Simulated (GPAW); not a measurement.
# ZnS (Wurtzite-2H) (P6_3mc) in GPAW: single point with PBE

Aim: the single point of ZnS (Wurtzite-2H) with PBE.

Program: GPAW 26.7.0. These are calculated values, not measurements. Logs are shortened: lines on timing, memory, paths and dates and some standing lists are left out, and cuts for length are marked. The log counts tension as positive stress, the text compression.

**What was measured.**

From a printed reference work, monograph, for a bulk crystal of ZnS at 4 K: band gap 3.911 eV (direct).

The runs below are set against these values where they give the same quantity.

## (1) Starting point

It takes space group P6_3mc (No. 186, hexagonal). Conventional cell: a = 3.811 Å, b = 3.811 Å, c = 6.234 Å, α = 90.00°, β = 90.00°, γ = 120.00°. Zn (site symmetry 3m) is surrounded by 4 S at 2.31 to 2.40 Å. S (site symmetry 3m) is surrounded by 4 Zn at 2.31 to 2.40 Å.

## (2) Single point, PBE

run.py reads:

```python
from ase.dft.bandgap import bandgap
from ase.io import read, write
from ase.units import GPa
from gpaw import GPAW, PW, setup_paths

setup_paths.insert(0, '.')

atoms = read('ZnS.cif')

calc = GPAW(mode=PW(450),
            xc='PBE',
            kpts={'size': (7, 7, 4), 'gamma': True},
            occupations={'name': 'fermi-dirac', 'width': 0.05},
            nbands=31,
            convergence={'density': 1e-05, 'energy': 1e-05},
            maxiter=80,
            txt='gpaw.txt')
atoms.calc = calc
energy = atoms.get_potential_energy()
forces = atoms.get_forces()
stress = atoms.get_stress()
calc.write('gs.gpw')
write('result.traj', atoms)
print(f'Energy: {energy:.6f} eV')
print('Forces (eV/A):')
print(forces.round(4))
print('Stress (GPa):', (stress / GPa).round(3))
print('Fermi level:', round(calc.get_fermi_level(), 4), 'eV')
print(f'Gap: {bandgap(calc)[0]:.4f} eV, direct: {bandgap(calc, direct=True)[0]:.4f} eV')
```

ZnS.cif reads:

```cif
data_ZnS
_cell_length_a 3.81100000
_cell_length_b 3.81100000
_cell_length_c 6.23400000
_cell_angle_alpha 90.00000000
_cell_angle_beta 90.00000000
_cell_angle_gamma 120.00000000
_space_group_name_H-M_alt 'P6_3mc'
_space_group_name_Hall 'P 6c -2c'
_space_group_IT_number 186
loop_
_space_group_symop_operation_xyz
'x,y,z'
'x-y,x,z+1/2'
'-y,x-y,z'
'-x,-y,z+1/2'
'-x+y,-x,z'
'y,-x+y,z+1/2'
'y,x,z+1/2'
'x,x-y,z'
'x-y,-y,z+1/2'
'-y,-x,z'
'-x,-x+y,z+1/2'
'-x+y,y,z'
loop_
_atom_site_label
_atom_site_type_symbol
_atom_site_symmetry_multiplicity
_atom_site_Wyckoff_symbol
_atom_site_fract_x
_atom_site_fract_y
_atom_site_fract_z
_atom_site_occupancy
Zn1 Zn 2 b 0.6666666667 0.3333333333 0.5000000000 1
S1 S 2 b 0.6666666667 0.3333333333 0.8850000000 1
```

Potentials or basis: PAW data sets generated in the run's folder for this functional, pw.

Started as:

```
$ gpaw-setup -f PBE S Zn
$ OMP_NUM_THREADS=1 python run.py
```

gpaw.txt:

```text
__  _  _
 | _ |_)|_||  |
 |__||  | ||/\| - 26.7.0

Input parameters:
  mode=PW(ecut=450.00000000000006),
  convergence={'density': 1e-05, 'energy': 1e-05},
  kpts=MonkhorstPack(size=(7, 7, 4), gamma=True),
  maxiter=80,
  nbands=31,
  occupations=Occupations(name='fermi-dirac', width=0.05),
  xc=XC(name='PBE')

Diagonalizing LCAO Hamiltonian
Converting LCAO to pw mode

            S

            Zn
        S

        Zn

Atoms  # Å, Bohr magnetons
|   | symbol |        x |        y |        z |    initial magnetic moments |
|---|--------|----------|----------|----------|-----------------------------|
| 0 |     Zn | 1.905500 | 1.100141 | 3.117000 | ( 0.0000,  0.0000,  0.0000) |
| 1 |     Zn | 0.000000 | 2.200282 | 0.000000 | ( 0.0000,  0.0000,  0.0000) |
| 2 |      S | 1.905500 | 1.100141 | 5.517090 | ( 0.0000,  0.0000,  0.0000) |
| 3 |      S | 0.000000 | 2.200282 | 2.400090 | ( 0.0000,  0.0000,  0.0000) |

Unit cell  # Å
| periodic |         x |        y |        z |  lengths |     angles |
|----------|-----------|----------|----------|----------|------------|
|      yes |  3.811000 | 0.000000 | 0.000000 | 3.811000 |  90.000000 |
|      yes | -1.905500 | 3.300423 | 0.000000 | 3.811000 |  90.000000 |
|      yes |  0.000000 | 0.000000 | 6.234000 | 6.234000 | 120.000000 |

Number of symmetries: 6
Symmetry operations  # r_c * U_cc + t_c -> r_c
|   | kind |            matrix            |
|---|------|------------------------------|
| 0 |  σ   |  1, 1, 0,  0,-1, 0,  0, 0, 1 |
| 1 |  E   |  1, 0, 0,  0, 1, 0,  0, 0, 1 |
| 2 |  C3  |  0, 1, 0, -1,-1, 0,  0, 0, 1 |
| 3 |  σ   |  0,-1, 0, -1, 0, 0,  0, 0, 1 |
| 4 |  σ   | -1, 0, 0,  1, 1, 0,  0, 0, 1 |
| 5 |  C3  | -1,-1, 0,  1, 0, 0,  0, 0, 1 |

BZ-sampling:
  Number of BZ points: 196
  Number of IBZ points: 28

  Monkhorst-Pack size: [7, 7, 4]
  Monkhorst-Pack shift: [0.0, 0.0, 0.125]

K-points  # in reciprocal-cell coordinates
|     |                                coordinates |     weight |
|-----|--------------------------------------------|------------|
|   0 | (  0.00000000,   0.00000000,   0.00000000) | 0.00510204 |
|   1 | (  0.00000000,   0.00000000,   0.25000000) | 0.01020408 |
|   2 | (  0.00000000,   0.00000000,   0.50000000) | 0.00510204 |
|   3 | (  0.14285714,   0.00000000,  -0.25000000) | 0.03061224 |
|   4 | (  0.14285714,   0.00000000,   0.00000000) | 0.03061224 |
|   5 | (  0.14285714,   0.00000000,   0.25000000) | 0.03061224 |
|   6 | (  0.14285714,   0.00000000,   0.50000000) | 0.03061224 |
|   7 | (  0.28571429,  -0.14285714,   0.00000000) | 0.03061224 |
|   8 | (  0.28571429,  -0.14285714,   0.25000000) | 0.06122449 |
|   9 | (  0.28571429,  -0.14285714,   0.50000000) | 0.03061224 |
| ... |                                            |            |
|  27 | (  0.42857143,   0.42857143,   0.50000000) | 0.03061224 |

Plane wave coefficients: 1737
Cutoff: 450.00000000000006 eV

Spin-components: 1 (collinear spins)
Bands:           31
Projectors:      22
Spin-degeneracy: 2
Datatype:        complex128

Density:
  Valence electrons: 36.0
  Components: 1
  Grid points: [20 20 32]
  Charge: 0.0  # |e|

Potential:
  Grid points: [20 20 32]

species:
  Zn:
    name:    Zinc
    Z:       30.0
    valence: 12
    core:    18
    charge:  0.0  # [|e|]
    compensation charges:
      type: gauss
      rc: 0.37  # [Å]
      lmax: 2
    cutoffs:
      filter: 2.14  # [Å]
      core: 2.28  # [Å]
    projectors
    | kind |    occ | energy [eV] | rcut [Å] |
    |------|--------|-------------|----------|
    |   4s |  2.000 |      -5.977 |    1.286 |
    |   4p |  0.000 |      -1.117 |    1.270 |
    |   3d | 10.000 |     -10.142 |    1.180 |
    |    s |        |      21.234 |    1.286 |
    |    p |        |      26.095 |    1.270 |
    |    d |        |      17.070 |    1.180 |

    Using partial waves for Zn as LCAO basis

  S:
    name:    Sulfur
    Z:       16.0
    valence: 6
    core:    10
    charge:  0.0  # [|e|]
    compensation charges:
      type: gauss
      rc: 0.24  # [Å]
      lmax: 2
    cutoffs:
      filter: 1.77  # [Å]
      core: 1.66  # [Å]
    projectors
    | kind |    occ | energy [eV] | rcut [Å] |
    |------|--------|-------------|----------|
    |   3s |  2.000 |     -17.254 |    0.974 |
    |   3p |  4.000 |      -7.008 |    0.979 |
    |    s |        |       9.957 |    0.974 |
    |    p |        |      20.203 |    0.979 |
    |    d |        |       0.000 |    0.900 |

    Using partial waves for S as LCAO basis

Reference energy: -119437.895128  # eV

eigensolver:
  PPCG
  Converge bands: occupied
  niter=2

density mixing:
  MSR1-Mixer
  Pratt-step length: 0.05
  Maximum mixing coefficient: 0.75
  Old densities: 10
  SVD Regularization: 0.005
  Good broyden scale: 1.0
  Trust region scale: 1.0
  Backstep threshold: 4.0
  History deletion threshold: 6.0
  Fourier metric: weight=20.0, sigma=0.015

occupation numbers:
  Fermi-Dirac:
    width: 0.0500  # eV

poisson solver:
  ecut: 3600.0000000000005  # eV

xc functional:
  name: PBE with 2 nearest neighbor stencil

convergence criteria:
- Maximum integral of absolute [dens]ity change: 1e-05 electrons / valence electron
- Maximum [total energy] change in last 3 cyles: 1e-05 eV / valence electron
- Maximum integral of absolute [eigenst]ate change: 4e-08 eV^2 / valence electron
maximum number of iterations: 80

SCF iterations
|iter     | |      energy | eigst |  dens |
|---------|-|-------------|-------|-------|
|iter:   1| |  -14.500510 | -0.02 |       |
|iter:   2| |  -14.333576 | -1.61 | -1.18 |
|iter:   3| |  -13.760259 | -1.39 | -1.23 |
|iter:   4| |  -13.760634 | -2.57 | -1.79 |
|iter:   5| |  -13.763548 | -3.74 | -2.23 |
|iter:   6| |  -13.763429 | -4.24 | -2.99 |
|iter:   7| |  -13.763475c| -5.13 | -3.51 |
|iter:   8| |  -13.763488c| -6.23 | -3.85 |
|iter:   9| |  -13.763488c| -7.67c| -4.64 |
|iter:  10| |  -13.763488c| -8.40c| -5.08c|

Converged in 10 steps
Energy contributions relative to reference atoms: (reference = -119437.895128)

Energy contributions:
  Kinetic:          23.505495
  Coulomb:         -19.740757
  Zero:              0.030670
  External:          0.000000
  Xc:              -17.558896
  Entropy:          -0.000000
  Spinorbit:         0.000000
  ----------------------------
  Free energy:     -13.763488
  Extrapolated:    -13.763488

dipole moment: (0.000002, -0.000000, -7.453596)  # |e|*Ang

Fermi level: 4.766
Eigenvalues  # (at kpt = [0.000, 0.000, 0.000])
| band index |      eig [eV] | occ [0-2] |
|------------|---------------|-----------|
|          0 |        -9.372 |     2.000 |
|        ... |               |           |
|         10 |        -1.968 |     2.000 |
|         11 |        -1.810 |     2.000 |
|         12 |        -1.339 |     2.000 |
|         13 |         2.963 |     2.000 |
|         14 |         2.963 |     2.000 |
|         15 |         3.808 |     2.000 |
[... 8 lines left out ...]
|         24 |        11.402 |     0.000 |
|         25 |        13.117 |     0.000 |
|        ... |               |           |
|         30 |        16.051 |     0.000 |

Gap: 2.244 eV
Transition (v -> c):
  (s=0, k=0, n=17, [0.00, 0.00, 0.00]) -> (s=0, k=0, n=18, [0.00, 0.00, 0.00])
No difference between direct/indirect transitions

Forces  # eV/Ang
|        x |       y |        z |
|----------|---------|----------|
| -0.00000 | 0.00000 |  0.32785 |  # Zn   0
|  0.00000 | 0.00000 |  0.32784 |  # Zn   1
|  0.00000 | 0.00000 | -0.32794 |  # S    2
| -0.00000 | 0.00000 | -0.32791 |  # S    3

Stress tensor  # eV/Ang^3
|         x |         y |         z |
|-----------|-----------|-----------|
| -0.016499 |  0.000000 |  0.000000 |
|  0.000000 | -0.016499 |  0.000000 |
|  0.000000 |  0.000000 | -0.003226 |

# Writing to gs.gpw (mode='')
```

Run time: 33 s. Hardware: 1 thread of Arm Neoverse V1, shared host; peak memory 0.17 GiB.

Results:

- Free energy: -13.7635 eV
- Pressure: 1.9 GPa
- Largest force: 0.328 eV/Å
- Band gap on the k mesh: 2.24 eV, direct

Forces in eV/Å, atoms in the order of the input:
```
Zn   0.000  0.000  0.328
Zn   0.000  0.000  0.328
S    0.000  0.000 -0.328
S    0.000  0.000 -0.328
```

Stress tensor (GPa, compression positive):
```
2.64 0.00 0.00
0.00 2.64 0.00
0.00 0.00 0.52
```

Levels at points of the mesh, in eV from the valence-band top:
```tsv
k point	band 16	band 17	band 18	band 19	band 20	band 21
(0.00, 0.00, 0.00)	-0.01	-0.01	0.00	2.24	2.99	6.28
(0.00, 0.00, 0.50)	-0.45	-0.45	-0.45	3.51	3.51	6.70
```

Caveat: the cutoff is short for stress and forces, so pressures can be off by a GPa or more.

## (3) How close it comes

Step 2. A measured gap of ZnS is 3.911 eV (direct; 4 K; a printed reference work, monograph); the calculated 2.24 eV misses it by -1.67 eV. The value is that of PBE, without temperature or zero-point motion. Semilocal functionals fall short of measured gaps as a rule.
